## Results and discussion: shifting the silicon in Mo₃Si

Each Si atom in this crystal sits in a cage of twelve Mo atoms, all equally far away. The calculation shifts all Si atoms together along a cube diagonal while Mo and the cell stay fixed. Si–Si and Mo–Mo distances therefore do not change. Only the Si–Mo contacts do: those ahead of the moving atom shorten and those behind it lengthen. The space group named below is that of the undisplaced crystal; every displaced row has a lower, rhombohedral symmetry. The questions below follow what these contacts do to the energy, the force and the pressure.

Mo3Si, 8 atoms in the cell, A15 type, space group Pm-3n (223), conventional a = 4.907 Å, 14.76 Å³ an atom. All atoms of one element of a crystal moved along a line, all else fixed, by plane-wave density functional theory with PAW datasets. Ansatz 0.2.0, plane-wave PAW, scalar-relativistic; functional PBE; no spin polarisation; cutoff 420 eV; k mesh 8×8×8; Gaussian smearing of 0.15 eV; moved element Si; direction (0.57735, 0.57735, 0.57735) Cartesian unit vector.

| displacement (Å) | energy change (eV a cell) | force along direction (eV/Å summed over the moved atoms) | pressure (GPa) |
| --- | --- | --- | --- |
| -0.2 | 0.349 | 3.548 | 1.69 |
| -0.1 | 0.086 | 1.729 | 0.44 |
| 0 | 0.000 | 0.000 | 0.02 |
| 0.025 | 0.005 | -0.429 | 0.05 |
| 0.05 | 0.021 | -0.859 | 0.13 |
| 0.075 | 0.048 | -1.292 | 0.26 |
| 0.125 | 0.135 | -2.172 | 0.67 |
| 0.15 | 0.195 | -2.622 | 0.96 |
| 0.175 | 0.266 | -3.080 | 1.29 |

The energy change and the force belong to the two Si atoms of the cell together. A negative force at a positive displacement pushes the atoms back.

### 1. Does silicon prefer the centre of its cage?

Along this line, yes. Every displaced row lies higher in energy than the undisplaced one, and in every displaced row the force points back to the centre. The zero force at the centre decides nothing by itself, because symmetry requires it at the top of a barrier as well as at the bottom of a well. It is the rise on leaving the centre that shows a single well.

The centre of the cage is also a centre of inversion, so a shift forwards costs the same as an equal shift backwards. The rows at −0.2 and −0.1 Å thus stand for +0.2 and +0.1 Å too.

### 2. Why does twice the shift cost about four times the energy?

The contacts act like springs. The restoring force grows in proportion to the shift x, and the energy is that force summed along the way, which gives ½kx². Here k is the stiffness for both Si atoms together. Going from 0.1 to 0.2 Å raises the energy from 0.086 to 0.349 eV, a factor of 4.06.

The stiffness comes from a least-squares fit of the force −kx − qx³ to all nine rows, where q allows for a small departure from a perfect spring. Symmetry forbids even powers. The fit gives k = 17.14 eV/Å², or 8.57 eV/Å² for each Si atom. For a shift of 0.1 Å the spring term alone predicts ½ × 17.14 × 0.1² = 0.086 eV, as in the table. The force of that row was part of the fit, but its energy was not.

The value per atom can be shared out among the contacts. In the simplest spring picture a contact resists only the part of the shift that lies along it, and over the twelve directions of the cage this counts on average for one third. Twelve contacts therefore act like four springs in line with the motion, each of about 2.1 eV/Å².

### 3. Which digits can be trusted?

For small shifts the force is the better source. At 0.025 Å the printed energy, 0.005 eV, may be off by 10 % through rounding alone, whereas the printed force is rounded to about 0.1 %. A stiffness taken from that one energy would be poor, and one taken from the force would be good.

The two columns also support each other: energies obtained by integrating the fitted force agree with the printed ones to within 0.5 meV. The smearing of the electron levels matters little, since extrapolating to zero smearing changes the energy at 0.2 Å by 0.3 %. Neither comparison tests the density functional or the k mesh, whose errors would enter force and energy alike.

### 4. Why does the spring become stiffer?

At 0.2 Å the force divided by the shift is 3.548/0.2 = 17.74 eV/Å², which is 3.5 % above the small-shift stiffness. The likely reason is the shape of the bond energy. A contact becomes stiffer when it is shortened and softer when it is stretched. The two effects partly cancel between the front and the back of the cage, but the gain in front is greater than the loss behind. Some of this surplus is expected to be lost again, because the stiffened contacts in front also turn away from the line of the shift.

A Morse curve, the usual simple form for a bond that resists compression more than stretching, puts this into numbers. Let each Si–Mo contact be free of force at its starting length d₀ = 2.743 Å. At length d it then pulls with

(K/a) · [exp(−a(d − d₀)) − exp(−2a(d − d₀))],

where a negative value means a push. A least-squares fit to the forces of all nine rows gives K = 2.14 eV/Å² and a = 1.63 Å⁻¹. It follows the forces as closely as they are printed. The two-term formula of question 2 does so as well, so this agreement does not prove the bond picture. A quantity left out of the fit is a better test.

### 5. Why does the pressure rise when the volume is fixed?

In the contact picture, the contacts that shorten push harder than those that lengthen pull. At 0.2 Å the shortest contact measures 2.591 Å and the longest 2.900 Å, almost equal changes in opposite directions. The Morse formula gives a push of about 0.47 eV/Å for the first and a pull of about 0.23 eV/Å for the second. The pushes win, and the crystal presses outwards on its fixed cell.

Added over all contacts, the model predicts a pressure rise of 1.47 GPa at 0.2 Å. The calculation gives 1.69 − 0.02 = 1.67 GPa. With constants taken from forces alone, the model is thus a little over a tenth too low. This supports unequal push and pull as the main source of the pressure.

The picture does less well for the direction of the stress. In the same calculation the crystal presses hardest along the line of the shift. Referred to the cube axes, each shear component of the stress is 0.43 GPa at 0.2 Å, and the model yields less than half of that. A model of nearest contacts alone, all free of force at the start, is evidently too simple here. The metal's shared electrons may respond to the shift as a whole, but these data cannot confirm it.

### 6. What would change in a slightly smaller cell?

The cage would hold silicon more tightly, because all its contacts would start out shorter and stiffer. The pressure column already tells by how much. Pressure is the rate at which energy rises as the volume V shrinks, so the extra pressure P of a displaced cell shows how its displacement energy E = ½kx² responds to compression.

When the cell shrinks with the atoms at the same relative positions, x shrinks with the cell edge, and x² shrinks by two thirds of a per cent for each per cent of volume. The stiffness must make up for this as well as supply the observed rise in energy. For a small change of volume,

percentage rise of k per 1 % less volume = PV/E + 2/3.

At 0.2 Å, P is 1.67 GPa and V is 8 × 14.76 = 118.1 Å³. Since 1 eV/Å³ equals 160.2 GPa, PV = 1.67 × 118.1/160.2 = 1.23 eV. Division by 0.349 eV gives 3.5, and adding 2/3 gives 4.2. One per cent less volume therefore makes the cage about 4 % stiffer. This step does not depend on the bond model, and a fit of the pressure rise as a multiple of x² over all rows gives the same result.

### 7. Is this the vibration of the real crystal?

Only in part. With Mo held still, the stiffness per Si atom and the mass of silicon give a frequency of 8.6 THz. In a real vibration Mo moves too, and the forces on it show how.

The Mo atoms form straight chains along the cube edges, and the Si neighbours of each lie more to the side of its chain than along it. A Si shift should therefore push Mo mainly sideways. At 0.025 Å the calculated force on a Mo atom is 0.019 eV/Å along its chain and on average 0.052 eV/Å in each direction across it. The contact model gives 0.025 and 0.049 eV/Å, so it finds the right preference but makes it too weak.

Because these forces are unequal, the Mo atoms would not set off as a rigid block. Left entirely free, however, they could follow the silicon until the undisturbed crystal was restored, merely shifted in space, and the energy change would vanish. A more telling calculation would hold the average position of the Mo atoms and let them rearrange around it. Every displaced row would then come down in energy, by an amount that these data do not give. The data also leave open whether the crystal has a soft vibration in which the Mo and Si atoms of one cell move against each other.
